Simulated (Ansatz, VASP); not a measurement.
# One calculation of P, two programs

INCAR

```
SYSTEM = P
PREC = Accurate
ENCUT = 520
EDIFF = 1E-7
ISMEAR = -1
SIGMA = 0.05
LREAL = .FALSE.
LASPH = .TRUE.
NELM = 60
ALGO = Normal
ISIF = 2
LWAVE = .FALSE.
LCHARG = .FALSE.
NBANDS = 8
```

Contents of KPOINTS:

```
regular mesh
0
G
  17 17 17
  0 0 0
```

File POSCAR:

```
P
1.0
   -1.4183789177      1.4183789177      1.4183789177
    1.4183789177     -1.4183789177      1.4183789177
    1.4183789177      1.4183789177     -1.4183789177
P
1
Direct
    0.0000000000      0.0000000000      0.0000000000
```

Input for Ansatz:

```yaml
crystal:
  lattice:
    - [-1.4183789177, 1.4183789177, 1.4183789177]
    - [1.4183789177, -1.4183789177, 1.4183789177]
    - [1.4183789177, 1.4183789177, -1.4183789177]
  atoms:
    - { symbol: P, position: [0.0, 0.0, 0.0] }
kpoints:
  mp_grid: { grid: [17, 17, 17] }
scf:
  occupations: { method: fermi_dirac, width: 0.05 }
hamiltonian:
  xc: lda
  pseudopotentials: { kind: paw }
output:
  forces: true
  stress: true
  eigenvalues: true
  populations: true
  write_density: true
  write_potential: true
  elf: true
  volumetric_format: npy
```

Change from the starting cell: volume scaled by 0.84, PAW files.

Alike in both runs: task single point; functional LDA; k mesh 17 × 17 × 17; occupations fermi-dirac, width 0.05 eV; no spin polarisation.

```csv
,VASP,Ansatz
version,VASP 6.6.1,Ansatz 0.2.0
potentials or method,"VASP PAW LDA potentials, release 64 (P)","PAW with Ansatz's default frozen-core files, scalar-relativistic"
plane-wave cutoff (eV),520,420
valence electrons in the cell,5,5
```

```csv
,VASP,Ansatz,Ansatz less VASP
pressure (GPa),26.2,26.5,+0.35
```

Caveats: so large a pressure means that the cell lies far from this level's equilibrium, or that cutoff or potentials fall short (VASP).
